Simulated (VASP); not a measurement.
# InP (F-43m) in VASP: G0W0 quasiparticle levels with PBE

Aim: the G0W0 quasiparticle levels of InP with PBE.

All numbers are computed with VASP 6.6.1; they aren't measurements. Logs are shortened: lines on timing, memory, paths and dates and some standing lists are left out, and cuts for length are marked.

## (1) The crystal as given

The structure is cubic, space group F-43m (No. 216). The conventional cell has a = 5.959 Å, b = 5.959 Å, c = 5.959 Å, α = 90.00°, β = 90.00°, γ = 90.00°. In (site symmetry -43m) is surrounded by 4 P at 2.58 Å. Around P (site symmetry -43m) lie 4 In at 2.58 Å.

## (2) G0W0 quasiparticle levels, PBE

Contents of POSCAR:

```
InP
1.0
    0.0000000000      2.9795370000      2.9795370000
    2.9795370000      0.0000000000      2.9795370000
    2.9795370000      2.9795370000      0.0000000000
In P
1 1
Direct
    0.0000000000      0.0000000000      0.0000000000
    0.2500000000      0.2500000000      0.2500000000
```

Contents of INCAR.step1:

```
PREC = Accurate
ENCUT = 420
EDIFF = 1E-8
ISMEAR = 0
SIGMA = 0.01
LREAL = F
LASPH = T
NELM = 100
ALGO = Normal
LWAVE = T
LCHARG = F
GGA = PE
```

Contents of INCAR.step2:

```
PREC = Accurate
ENCUT = 420
EDIFF = 1E-8
ISMEAR = 0
SIGMA = 0.01
LREAL = F
LASPH = T
NELM = 1
ALGO = Exact
LWAVE = T
LCHARG = F
GGA = PE
NBANDS = 149
LOPTICS = T
ISTART = 1
```

Contents of INCAR.step3:

```
PREC = Accurate
ENCUT = 420
EDIFF = 1E-8
ISMEAR = 0
SIGMA = 0.01
LREAL = F
LASPH = T
ALGO = EVGW0
LWAVE = F
LCHARG = F
GGA = PE
NELMGW = 1
NBANDS = 149
ENCUTGW = 200
NOMEGA = 60
PRECFOCK = Fast
ISTART = 1
NBANDSGW = 17
```

Contents of KPOINTS:

```
regular mesh
0
Gamma
  4 4 4
```

Potentials or basis: VASP PAW PBE potentials, release 64 (In_d_GW, P_GW).

On the command line:

```sh
$ cat potpaw_PBE.64/In_d_GW/POTCAR potpaw_PBE.64/P_GW/POTCAR > POTCAR
$ cp INCAR.step1 INCAR
$ mpirun -np 1 vasp_std > vasp.out
$ cp INCAR.step2 INCAR
$ mpirun -np 1 vasp_std > vasp.out
$ cp INCAR.step3 INCAR
$ mpirun -np 1 vasp_std > vasp.out
```

OUTCAR:

```text
PREC = Accurate
   ENCUT = 420
   EDIFF = 1E-8
   ISMEAR = 0
   LREAL = F
   LASPH = T
   GGA = PE
   NELMGW = 1
   ENCUTGW = 200
   PRECFOCK = Fast
   ISTART = 1

 ion  position               nearest neighbor table
   1  0.000  0.000  0.000-   2 2.58   2 2.58   2 2.58   2 2.58
   2  0.250  0.250  0.250-   1 2.58   1 2.58   1 2.58   1 2.58

  LATTYP: Found a face centered cubic cell.
 ALAT       =     5.9590740000

  Lattice vectors:

 A1 = (   0.0000000000,   2.9795370000,   2.9795370000)
 A2 = (   2.9795370000,   0.0000000000,   2.9795370000)
 A3 = (   2.9795370000,   2.9795370000,   0.0000000000)

Analysis of symmetry for initial positions (statically):
=====================================================================
 Subroutine PRICEL returns:
 Original cell was already a primitive cell.

 Routine SETGRP: Setting up the symmetry group for a
 face centered cubic supercell.

 Subroutine GETGRP returns: Found 24 space group operations
 (whereof 24 operations were pure point group operations)
 out of a pool of 48 trial point group operations.

The static configuration has the point symmetry T_d .

Analysis of symmetry for dynamics (positions and initial velocities):
=====================================================================
 Subroutine PRICEL returns:
 Original cell was already a primitive cell.

 Routine SETGRP: Setting up the symmetry group for a
 face centered cubic supercell.

 Subroutine GETGRP returns: Found 24 space group operations
 (whereof 24 operations were pure point group operations)
 out of a pool of 48 trial point group operations.

The dynamic configuration has the point symmetry T_d .

 Subroutine INISYM returns: Found 24 space group operations
 (whereof 24 operations are pure point group operations),
 and found     1 'primitive' translations

----------------------------------------------------------------------------------------

                                     Primitive cell

  volume of cell :      52.9025

  direct lattice vectors                    reciprocal lattice vectors
     0.000000000  2.979537000  2.979537000    -0.167811308  0.167811308  0.167811308
     2.979537000  0.000000000  2.979537000     0.167811308 -0.167811308  0.167811308
[... 45 lines left out ...]
  0.250000  0.250000  0.000000      6.000000
  0.500000  0.250000  0.000000     24.000000
 -0.250000  0.250000  0.000000     12.000000
  0.500000  0.500000  0.000000      3.000000
 -0.250000  0.500000  0.250000      6.000000
   k-points           NKPTS =      8   k-points in BZ     NKDIM =     64   number of bands    NBANDS=    149
   number of dos      NEDOS =    301   number of ions     NIONS =      2
   total plane-waves  NPLWV =  21952
   dimension x,y,z NGX =    28 NGY =   28 NGZ =   28
   dimension x,y,z NGXF=    56 NGYF=   56 NGZF=   56
   ions per type =               1   1
   NGX,Y,Z   is equivalent  to a cutoff of  11.05, 11.05, 11.05 a.u.
   NGXF,Y,Z  is equivalent  to a cutoff of  22.09, 22.09, 22.09 a.u.
 SYSTEM =  unknown system
   PREC   = accura    normal or accurate (medium, high low for compatibility)
   ISTART =      1    job   : 0-new  1-cont  2-samecut
   ICHARG =      0    charge: 1-file 2-atom 10-const
   ISPIN  =      1    spin polarized calculation?
   LNONCOLLINEAR =      F non collinear calculations
   LSORBIT =      F    spin-orbit coupling
   LASPH  =      T    aspherical Exc in radial PAW
   ENCUT  =  420.0 eV  30.87 Ry    5.56 a.u.   7.04  7.04  7.04*2*pi/ulx,y,z
   NELM   =     60;   NELMIN=  2; NELMDL=  0     # of ELM steps
   EDIFF  = 0.1E-07   stopping-criterion for ELM
   LREAL  =      F    real-space projection
   EDIFFG = 0.1E-06   stopping-criterion for IOM
   NSW    =      0    number of steps for IOM
   IBRION =     -1    ionic relax: 0-MD 1-quasi-New 2-CG
   NFREE  =      0    steps in history (QN), initial steepest desc. (CG)
   ISIF   =      0    stress and relaxation
   ISYM   =      3    0-nonsym 1-usesym 2-fastsym
   POTIM  = 0.5000    time-step for ionic-motion
   TEBEG  =    0.0;   TEEND  =   0.0 temperature during run
   PSTRESS=    0.0 pullay stress
   NELECT =      18.0000    total number of electrons
   NUPDOWN=      -1.0000    fix difference up-down
   EMIN   =  10.00;   EMAX   =-10.00  energy-range for DOS
   EFERMI =   0.00;   METHOD = LEGACY
   ISMEAR =     0;   SIGMA  =   0.01  broadening in eV -4-tet -1-fermi 0-gaus
   EFERMI_NEDOS =   21; number of points for ismear=-14 and -15
   IALGO  =     38    algorithm
   IMIX   =      4    mixing-type and parameters
     AMIX     =   0.40;   BMIX     =  1.00
     AMIX_MAG =   1.60;   BMIX_MAG =  1.00
  volume/ion in A,a.u.               =      26.45       178.50
  Fermi-wavevector in a.u.,A,eV,Ry     =   1.142896  2.159761 17.772097  1.306212
  Thomas-Fermi vector in A             =   2.279593
   LORBIT       =      0    0 simple, 1 ext, 2 COOP (PROOUT), +10 PAW based schemes
   GGA     = PE    functional components
   LHFCALC =     T    Hartree Fock is set to
   PRECFOCK=fast      Normal, Fast or Accurate (Low or Medium for compatibility)
   ENCUT4O =  -1.0   cutoff for four orbital integrals eV
   NKREDX  =     1    reduce k-point grid by
   NKREDY  =     1    reduce k-point grid by
   NKREDZ  =     1    reduce k-point grid by
   AEXX    =    1.0000 exact exchange contribution
   HFSCREEN=    0.0000 screening length (either q_TF or 0.3 A-1)
   HFSCREENC=   0.0000 screening length for correlation (either q_TF or 0.3 A-1)
   ENCUTFOCK=  -1.0 apply spherical cutoff to Coloumb kernel
   IVDW    =     0    specifies the selected vdW correction
   LEPSILON=     F    determine dielectric tensor
   LRPA    =     F    only Hartree local field effects (RPA)
   LRPAFORCE           =     F    calculate RPA forces
   ENCUTGW             = 200.0    cutoff for response function in eV
   ENCUTGWSOFT         = 160.0    soft cutoff for Coulomb kernel in GW response function in eV
   ENCUTLF             =  -1.0    cutoff for local field effects
   NELMGW              =     1    number of iterations in solving QP/BSE equation
   NELMHF              =     1    number of iterations in the inner HF iteration
   NKREDLFX            =     1    NKREDLFY  =   1   NKREDLFZ  =   1
 non-spin polarized calculation
 Gauss-broadening in eV      SIGMA  =   0.01
  energy-cutoff  :      420.00
  volume of cell :       52.90
 maximum number of plane-waves:      1056
  NGX = 16; NGY = 16; NGZ = 16
   NGX = 15   NGY = 15   NGZ = 15
 maximum number of plane-waves:       346

 QP shifts <psi_nk| G(iteration)W_0 |psi_nk>: iteration 1
 for sc-GW calculations column KS-energies equals QP-energies in previous step
 and V_xc(KS)=  KS-energies - (<T + V_ion + V_H > + <T+V_H+V_ion>^1  + <V_x>^1)

 k-point   1 :       0.0000    0.0000    0.0000
  band No.  KS-energies  QP-energies   sigma(KS)   V_xc(KS)     V^pw_x(r,r')   Z            occupation Imag(sigma)

      1     -10.6657     -12.7988     -19.6948     -16.6041     -25.3152       0.6902       2.0000       0.2688
      2     -10.6657     -12.7988     -19.6948     -16.6041     -25.3152       0.6902       2.0000       0.2688
      3     -10.6657     -12.7988     -19.6948     -16.6041     -25.3152       0.6902       2.0000       0.2688
      4     -10.5393     -12.7005     -19.8128     -16.6813     -25.3324       0.6901       2.0000       0.2074
      5     -10.5393     -12.7005     -19.8128     -16.6813     -25.3324       0.6901       2.0000       0.2074
      6      -7.7023      -8.0525     -11.8319     -11.2361     -18.1162       0.5879       2.0000       0.7510
[... 143 lines left out ...]
      3     -10.5852     -12.7344     -19.7867     -16.6828     -25.3769       0.6924       2.0000       0.2548
      4     -10.5557     -12.7063     -19.7847     -16.6644     -25.3186       0.6892       2.0000       0.2120
      5     -10.5265     -12.6848     -19.8147     -16.6920     -25.3449       0.6912       2.0000       0.2100
      6      -5.4683      -5.8954     -13.0894     -12.4428     -18.5663       0.6605       2.0000       0.6303
[... 9 lines left out ...]
     16      15.2493      15.3999     -10.1778     -10.3906      -3.9423       0.7080       0.0000      -0.4243
     17      15.2638      15.1618      -9.3172      -9.1757      -3.3314       0.7209       0.0000      -0.4367
```

OUTCAR.step1:

```text
PREC = Accurate
   ENCUT = 420
   EDIFF = 1E-8
   ISMEAR = 0
   LREAL = F
   LASPH = T
[... 329 lines left out ...]
 -----------------------------------------------------------------------------------
      0.00000      0.00000      0.00000         0.000000     -0.000000     -0.000000
      1.48977      1.48977      1.48977        -0.000000      0.000000      0.000000
 -----------------------------------------------------------------------------------
    total drift:                               -0.000001     -0.000001     -0.000001

  FREE ENERGIE OF THE ION-ELECTRON SYSTEM (eV)
  ---------------------------------------------------
  free  energy   TOTEN  =        -8.3044085575 eV

  energy  without entropy=       -8.3044085575  energy(sigma->0) =       -8.30440856
```

It took 3.9 min on 1 thread of AMD EPYC 9R45 (Zen 5), shared host; peak memory 0.55 GiB.

Results:

```yaml
Band_gap_on_the_k_mesh_mean-field_level: 0.42 eV, direct
Quasiparticle_gap: 0.89 eV
Least_direct_quasiparticle_gap: 0.89 eV
```

Levels at points of the mesh, in eV from the valence-band top:
| k point | band 6 | band 7 | band 8 | band 9 | band 10 | band 11 | band 12 | band 13 |
| --- | --- | --- | --- | --- | --- | --- | --- | --- |
| (0.00, 0.00, 0.00) | -11.19 | 0.00 | 0.00 | 0.00 | 0.42 | 4.05 | 4.05 | 4.05 |
| (0.50, 0.00, 0.00) | -9.63 | -5.50 | -0.91 | -0.91 | 1.36 | 4.77 | 4.77 | 6.98 |
| (0.50, 0.50, 0.00) | -9.02 | -5.57 | -2.17 | -2.17 | 1.82 | 2.24 | 8.91 | 9.23 |

Caveat: the k mesh is coarse (spacing up to 0.46 Å⁻¹), so the values aren't converged; bands, screening cutoff and mesh are small and nothing is extrapolated, so the quasiparticle values aren't converged; spin-orbit coupling is left out, which moves the levels of the heavy elements.
